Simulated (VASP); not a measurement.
# Mg3Sb2 (P-3m1) in VASP: a series of runs, part 2 of 2

VASP 6.6.1. The steps go on from the part before.

**5. Relaxation of cell and atoms, PBE**

This run uses another cell than the first one, of 26.61 Å³/atom, 1.010 times its volume.

Input file INCAR:

```
SYSTEM = Mg3Sb2
PREC = Accurate
ENCUT = 600
EDIFF = 1E-7
ISMEAR = 0
SIGMA = 0.03
LREAL = .False.
LASPH = .True.
NELM = 80
ALGO = Normal
ISIF = 3
LWAVE = .False.
LCHARG = .False.
GGA = PE
IBRION = 2
NSW = 90
EDIFFG = -0.005
```

Input file KPOINTS:

```
regular mesh
0
Gamma
  9 9 5
  0 0 0
```

Input file POSCAR:

```
Mg3Sb2                                  
1.0
    4.5956345848     -0.0000000000      0.0000000000
   -2.2978172924      3.9799362968      0.0000000000
   -0.0000000000      0.0000000000      7.2737406793
  Mg              Sb            
     3     2
Direct
     0.3333333300000021    0.6666666699999979    0.6320893622256852
     0.6666666699999979    0.3333333300000021    0.3679106377743148
     0.0000000000000000    0.0000000000000000    0.0000000000000000
     0.3333333300000021    0.6666666699999979    0.2254486641030420
     0.6666666699999979    0.3333333300000021    0.7745513358969579
```

Potentials or basis: VASP PAW PBE potentials, release 64 (Mg, Sb).

Started as:

```sh
$ cat potpaw_PBE.64/Mg/POTCAR potpaw_PBE.64/Sb/POTCAR > POTCAR
$ mpirun -np 1 vasp_std > vasp.out
```

OUTCAR:

```text
SYSTEM = Mg3Sb2
   PREC = Accurate
   ENCUT = 600
   EDIFF = 1E-7
   ISMEAR = 0
   LREAL = .False.
   LASPH = .True.
   NELM = 80
   ISIF = 3
   GGA = PE
   IBRION = 2
   NSW = 90
   EDIFFG = -0.005

 ion  position               nearest neighbor table
   1  0.333  0.667  0.632-   5 2.85   5 2.85   5 2.85   4 2.96   2 3.28   2 3.28   2 3.28
   2  0.667  0.333  0.368-   4 2.85   4 2.85   4 2.85   5 2.96   1 3.28   1 3.28   1 3.28
   3  0.000  0.000  0.000-   4 3.12   5 3.12   4 3.12   5 3.12   5 3.12   4 3.12
   4  0.333  0.667  0.225-   2 2.85   2 2.85   2 2.85   1 2.96   3 3.12   3 3.12   3 3.12
   5  0.667  0.333  0.775-   1 2.85   1 2.85   1 2.85   2 2.96   3 3.12   3 3.12   3 3.12

  LATTYP: Found a hexagonal cell.
 ALAT       =     4.5956345848
 C/A-ratio  =     1.5827500087

  Lattice vectors:

 A1 = (   4.5956345848,   0.0000000000,   0.0000000000)
 A2 = (  -2.2978172924,   3.9799362968,   0.0000000000)
 A3 = (   0.0000000000,   0.0000000000,   7.2737406793)

Analysis of symmetry for initial positions (statically):
=====================================================================
 Subroutine PRICEL returns:
 Original cell was already a primitive cell.

 Routine SETGRP: Setting up the symmetry group for a
 hexagonal supercell.

 Subroutine GETGRP returns: Found 12 space group operations
 (whereof 12 operations were pure point group operations)
 out of a pool of 24 trial point group operations.

The static configuration has the point symmetry D_3d.

Analysis of symmetry for dynamics (positions and initial velocities):
=====================================================================
 Subroutine PRICEL returns:
 Original cell was already a primitive cell.

 Routine SETGRP: Setting up the symmetry group for a
 hexagonal supercell.

 Subroutine GETGRP returns: Found 12 space group operations
 (whereof 12 operations were pure point group operations)
 out of a pool of 24 trial point group operations.

[... 134 lines left out ...]
   IVDW    =     0    specifies the selected vdW correction
   LEPSILON=     F    determine dielectric tensor
   LRPA    =     F    only Hartree local field effects (RPA)
 conjugate gradient relaxation of ions
 non-spin polarized calculation
 Gauss-broadening in eV      SIGMA  =   0.03
  energy-cutoff  :      600.00
  volume of cell :      133.04
 maximum number of plane-waves:      4460
 NGX is ok and might be reduce to    40
   NGX = 19   NGY = 19   NGZ = 29

 number of electron      16.0000000 magnetization

 Free energy of the ion-electron system (eV)
  ---------------------------------------------------
  ext. energy  EPLUGINS =         0.00000000
  ---------------------------------------------------
  free energy    TOTEN  =       -14.64706803 eV

  energy without entropy =      -14.64706762  energy(sigma->0) =      -14.64706782

 E-fermi :   4.4201     XC(G=0):  -8.7360

 val. band max:        4.3505913962   @ k =   0.0000   0.0000   0.0000
 cond. band min:       4.4996185980   @ k =   0.0000   0.4444   0.4000
 fundamental gap:      0.1490272019
 Fermi energy:         4.4200552519

 k-point     1 :       0.0000    0.0000    0.0000
  band No.  band energies     occupation
      1      -5.8843      2.00000
      2      -4.6658      2.00000
      3      -0.5179      2.00000
      4       3.2697      2.00000
      5       3.2697      2.00000
      6       3.9613      2.00000
      7       3.9613      2.00000
      8       4.3506      1.99894
      9       5.3608      0.00000
     10       5.5326      0.00000
     11       7.3825      0.00000
     12       7.3825      0.00000
[... 331 lines left out ...]
 k-point    24 :      -0.1111    0.3333    0.2000
  band No.  band energies     occupation
      1      -5.2757      2.00000
      2      -4.5201      2.00000
      3       0.1520      2.00000
      4       1.1172      2.00000
      5       1.3885      2.00000
      6       2.2243      2.00000
      7       3.0741      2.00000
      8       3.6022      2.00000
      9       5.4725      0.00000
     10       6.6453      0.00000
     11       7.1051      0.00000
     12       7.7283      0.00000

 [... further k-points ...]
[... 5 lines left out ...]
  --------------------------------------------------------------------------------------
  -------------------------------------------------------------------------------------
  Total        0.0170254      0.0170254      0.0129808      0.0000000      0.0000000      0.0000000
  in kB        0.2050352      0.2050352      0.1563266      0.0000000      0.0000000      0.0000000
  external PRESSURE =       0.1887990 kB  Pullay stress =       0.0000000 kB

 VOLUME and BASIS-vectors are now :
 -----------------------------------------------------------------------------
  energy-cutoff  :      600.00
  volume of cell :      133.04
      direct lattice vectors                 reciprocal lattice vectors
     4.595634585  0.000000000  0.000000000     0.217597805  0.125630152  0.000000000
    -2.297817292  3.979936297  0.000000000     0.000000000  0.251260303  0.000000000
     0.000000000  0.000000000  7.273740679     0.000000000  0.000000000  0.137480843

 POSITION                                       TOTAL-FORCE (eV/Angst)
 -----------------------------------------------------------------------------------
     -0.00000      2.65329      4.59765        -0.000000     -0.000000     -0.003264
      2.29782      1.32665      2.67609        -0.000000      0.000000      0.003264
      0.00000      0.00000      0.00000        -0.000000      0.000000      0.000000
     -0.00000      2.65329      1.63986         0.000000      0.000000     -0.001565
      2.29782      1.32665      5.63389        -0.000000     -0.000000      0.001565
 -----------------------------------------------------------------------------------
    total drift:                                0.000000     -0.000000      0.000000

  FREE ENERGIE OF THE ION-ELECTRON SYSTEM (eV)
  ---------------------------------------------------
  free  energy   TOTEN  =       -14.6470680336 eV

  energy  without entropy=      -14.6470676164  energy(sigma->0) =      -14.64706782

 reached required accuracy - stopping structural energy minimisation
```

OSZICAR:

```text
N       E                     dE             d eps       ncg     rms          rms(c)
DAV:   1     0.540286181306E+02    0.54029E+02   -0.56225E+03  1200   0.113E+03
DAV:   2    -0.106140904560E+02   -0.64643E+02   -0.59249E+02  1472   0.143E+02
DAV:   3    -0.151457011463E+02   -0.45316E+01   -0.42787E+01  1544   0.397E+01
DAV:   4    -0.152367872315E+02   -0.91086E-01   -0.90294E-01  1432   0.586E+00
DAV:   5    -0.152382735241E+02   -0.14863E-02   -0.14834E-02  1496   0.895E-01    0.435E+00
DAV:   6    -0.147485119685E+02    0.48976E+00   -0.69019E-01  1316   0.383E+00    0.267E+00
DAV:   7    -0.146478864028E+02    0.10063E+00   -0.46207E-01  1428   0.326E+00    0.102E+00
DAV:   8    -0.146470057416E+02    0.88066E-03   -0.21574E-02  1360   0.927E-01    0.472E-02
DAV:   9    -0.146469996426E+02    0.60989E-05   -0.59587E-04  1448   0.185E-01    0.288E-02
DAV:  10    -0.146470562411E+02   -0.56598E-04   -0.10001E-04  1356   0.655E-02    0.929E-03
DAV:  11    -0.146470671404E+02   -0.10899E-04   -0.18581E-05  1332   0.273E-02    0.688E-03
DAV:  12    -0.146470678908E+02   -0.75035E-06   -0.39229E-06  1452   0.113E-02    0.339E-03
DAV:  13    -0.146470681050E+02   -0.21419E-06   -0.43143E-07  1340   0.414E-03    0.508E-04
DAV:  14    -0.146470680336E+02    0.71342E-07   -0.11732E-07  1008   0.198E-03
   1 F= -.14647068E+02 E0= -.14647068E+02  d E =-.146471E+02
```

It took 62 s on 1 thread of Intel Xeon 6975P-C (Granite Rapids), shared host; peak memory 0.35 GiB.

What came out:

- Free energy: -14.6471 eV
- Pressure after relaxing: 0.0 GPa
- Largest force after relaxing: 0.003 eV/Å
- Band gap on the k mesh: 0.15 eV, indirect (least direct gap 1.01 eV)

Forces on the atoms (eV/Å):
```
Mg   0.000  0.000 -0.003
Mg   0.000  0.000  0.003
Mg   0.000  0.000  0.000
Sb   0.000  0.000 -0.002
Sb   0.000  0.000  0.002
```

Final structure:
```yaml
crystal:
  lattice:
    - [4.59563, 0.00000, 0.00000]
    - [-2.29782, 3.97994, 0.00000]
    - [0.00000, 0.00000, 7.27374]
  atoms:
    - { symbol: Mg, position: [0.33333, 0.66667, 0.63209] }
    - { symbol: Mg, position: [0.66667, 0.33333, 0.36791] }
    - { symbol: Mg, position: [0.00000, 0.00000, 0.00000] }
    - { symbol: Sb, position: [0.33333, 0.66667, 0.22545] }
    - { symbol: Sb, position: [0.66667, 0.33333, 0.77455] }
```

Levels at points of the mesh, in eV from the valence-band top:
```
           k point  band 4  band 5  band 6  band 7  band 8  band 9  band 10  band 11  band 12
(0.00, 0.00, 0.00)   -1.08   -1.08   -0.39   -0.39    0.00    1.01     1.18     3.03     3.03
```

Caveat: the relaxation stopped at its first step, so nothing moved; spin-orbit coupling is left out, which moves the levels of the heavy elements; an odd mesh through Γ misses points on the zone boundary, where band edges often lie.

**6. Relaxation of cell and atoms, LDA**

Input file INCAR:

```
SYSTEM = Mg3Sb2
PREC = Accurate ; ENCUT = 600
EDIFF = 1E-6 ; ISMEAR = 0
SIGMA = 0.03 ; LREAL = .FALSE.
LASPH = .TRUE. ; NELM = 80
ALGO = Normal ; ISIF = 3
LWAVE = .FALSE. ; LCHARG = .FALSE.
GGA = CA ; IBRION = 2
NSW = 90 ; EDIFFG = -0.01
```

Input file KPOINTS:

```
regular mesh
0
G
  9 9 5
  0 0 0
```

Input file POSCAR:

```
Mg3Sb2
1.0
    4.5820000000      0.0000000000      0.0000000000
   -2.2910000000      3.9681284000      0.0000000000
    0.0000000000      0.0000000000      7.2440000000
Mg Sb
3 2
Direct
    0.3333333300      0.6666666700      0.6300000000
    0.6666666700      0.3333333300      0.3700000000
    0.0000000000      0.0000000000      0.0000000000
    0.3333333300      0.6666666700      0.2350000000
    0.6666666700      0.3333333300      0.7650000000
```

Potentials or basis: VASP PAW LDA potentials, release 64 (Mg, Sb).

Started as:

```sh
$ cat potpaw_LDA.64/Mg/POTCAR potpaw_LDA.64/Sb/POTCAR > POTCAR
$ mpirun -np 1 vasp_std > vasp.out
```

It took 3.8 min on 1 thread of AMD EPYC 9R45 (Zen 5), shared host; peak memory 0.28 GiB.

The run converged. Its results:

* Free energy: -17.0940 eV
* Relaxed volume: 24.96 Å³/atom
* Relaxed cell: a = 4.500 Å, b = 4.500 Å, c = 7.116 Å, α = 90.00°, β = 90.00°, γ = 120.00°
* Space group after relaxing (to 0.05 Å): P-3m1 (No. 164)
* Energy gained by relaxing: 15.8 meV/atom
* Ionic steps: 8
* Pressure after relaxing: 0.0 GPa
* Largest force after relaxing: 0.006 eV/Å
* Band gap on the k mesh: 0.15 eV, indirect (least direct gap 1.22 eV)

Forces on the atoms (eV/Å):
```
Mg   0.000  0.000 -0.006
Mg   0.000  0.000  0.006
Mg   0.000  0.000  0.000
Sb   0.000  0.000  0.000
Sb   0.000  0.000  0.000
```

Step by step:
```csv
step,energy change (eV),largest force (eV/Å),pressure (GPa),volume (Å³)
1,0.0000,0.3714,-1.99,131.71
2,-0.0553,0.3839,0.06,125.58
3,-0.0562,0.3857,0.39,124.74
4,-0.0702,0.2229,0.21,124.77
5,-0.0770,0.0380,0.01,124.80
6,-0.0770,0.0406,0.00,124.80
7,-0.0787,0.0146,-0.04,124.79
8,-0.0788,0.0056,-0.05,124.79
```

Final structure:
```
CELL_PARAMETERS angstrom
4.49995 0.00000 0.00000
-2.24998 3.89707 0.00000
0.00000 0.00000 7.11594
ATOMIC_POSITIONS crystal
Mg 0.33333 0.66667 0.63227
Mg 0.66667 0.33333 0.36773
Mg 0.00000 0.00000 0.00000
Sb 0.33333 0.66667 0.22416
Sb 0.66667 0.33333 0.77584
```

Levels at points of the mesh, in eV from the valence-band top:
| k point | band 6 | band 7 | band 8 | band 9 | band 10 | band 11 |
| --- | --- | --- | --- | --- | --- | --- |
| (0.00, 0.00, 0.00) | -0.43 | -0.43 | 0.00 | 1.22 | 1.23 | 3.04 |

Caveat: spin-orbit coupling is left out, which moves the levels of the heavy elements; an odd mesh through Γ misses points on the zone boundary, where band edges often lie. LDA gaps usually lie below the measured ones, often by a third to a half.

**7. Relaxation of cell and atoms, LDA**

This run uses another cell than the first one, of 24.96 Å³/atom, 0.947 times its volume.

Input file INCAR:

```
SYSTEM = Mg3Sb2
PREC = Accurate ; ENCUT = 600
EDIFF = 1E-7 ; ISMEAR = 0
SIGMA = 0.03 ; LREAL = .FALSE.
LASPH = .TRUE. ; NELM = 80
ALGO = Normal ; ISIF = 3
LWAVE = .FALSE. ; LCHARG = .FALSE.
GGA = CA ; IBRION = 2
NSW = 90 ; EDIFFG = -0.005
```

KPOINTS is that of step 6.

Input file POSCAR:

```
Mg3Sb2                                  
1.0
    4.4999545656     -0.0000000000     -0.0000000000
   -2.2499772828      3.8970749696     -0.0000000000
   -0.0000000000     -0.0000000000      7.1159430050
  Mg              Sb            
     3     2
Direct
     0.3333333300000021    0.6666666699999979    0.6322688046086308
     0.6666666699999979    0.3333333300000021    0.3677311953913692
     0.0000000000000000    0.0000000000000000    1.0000000000000000
     0.3333333300000021    0.6666666699999979    0.2241553030247389
     0.6666666699999979    0.3333333300000021    0.7758446969752610
```

Started as:

```sh
$ cat potpaw_LDA.64/Mg/POTCAR potpaw_LDA.64/Sb/POTCAR > POTCAR
$ mpirun -np 1 vasp_std > vasp.out
```

Wall time 70 s (1 thread of AMD EPYC 9R45 (Zen 5), shared host); peak memory 0.25 GiB.

Results (log left out):

```yaml
Free_energy: -17.0939 eV
Relaxed_volume: 24.93 Å³/atom
Relaxed_cell: a = 4.498 Å, b = 4.498 Å, c = 7.113 Å, α = 90.00°, β = 90.00°, γ = 120.00°
Space_group_after_relaxing_to_0.05_Å: P-3m1 (No. 164)
Energy_gained_by_relaxing: 0.0 meV/atom
Ionic_steps: 2
Pressure_after_relaxing: 0.0 GPa
Largest_force_after_relaxing: 0.005 eV/Å
Band_gap_on_the_k_mesh: 0.15 eV, indirect (least direct gap 1.22 eV)
```

Forces on the atoms (eV/Å):
```
Mg   0.000  0.000 -0.005
Mg   0.000  0.000  0.005
Mg   0.000  0.000  0.000
Sb   0.000  0.000 -0.003
Sb   0.000  0.000  0.003
```

Final structure:
```
Mg Sb
1.0
     4.49830    0.00000    0.00000
    -2.24915    3.89564    0.00000
     0.00000    0.00000    7.11329
Mg Sb
3 2
Direct
  0.33333 0.66667 0.63223
  0.66667 0.33333 0.36777
  0.00000 0.00000 0.00000
  0.33333 0.66667 0.22415
  0.66667 0.33333 0.77585
```

Levels at points of the mesh, in eV from the valence-band top:
```tsv
k point	band 5	band 6	band 7	band 8	band 9	band 10	band 11	band 12
(0.00, 0.00, 0.00)	-1.18	-0.43	-0.43	0.00	1.22	1.23	3.04	3.04
```

Caveat: spin-orbit coupling is left out, which moves the levels of the heavy elements; an odd mesh through Γ misses points on the zone boundary, where band edges often lie.

**8. Summary**

| level | potentials or basis | gap on the mesh (eV) | pressure (GPa) | relaxed volume (Å³/atom) |
| --- | --- | --- | --- | --- |
| r2SCAN | VASP PAW PBE potentials, release 64 (Mg, Sb) | 0.57 | 0.0 | 26.17 |
| PBE | VASP PAW PBE potentials, release 64 (Mg, Sb) | 0.15 | 0.0 | - |
| LDA | VASP PAW LDA potentials, release 64 (Mg, Sb) | 0.15 | 0.0 | 24.93 |

Alike in all rows: task relaxation of cell and atoms; no spin polarisation; cell relaxed; k mesh 9 × 9 × 5; cutoff (eV) 600; smearing gaussian 0.03 eV.

Caveats: spin-orbit coupling is left out, which moves the levels of the heavy elements; an odd mesh through Γ misses points on the zone boundary, where band edges often lie; the PAW data sets were made with another functional, which shifts forces and pressure a little (some runs); the relaxation stopped at its first step, so nothing moved (some runs).

Absolute energies hang on the potentials; compare differences alone.
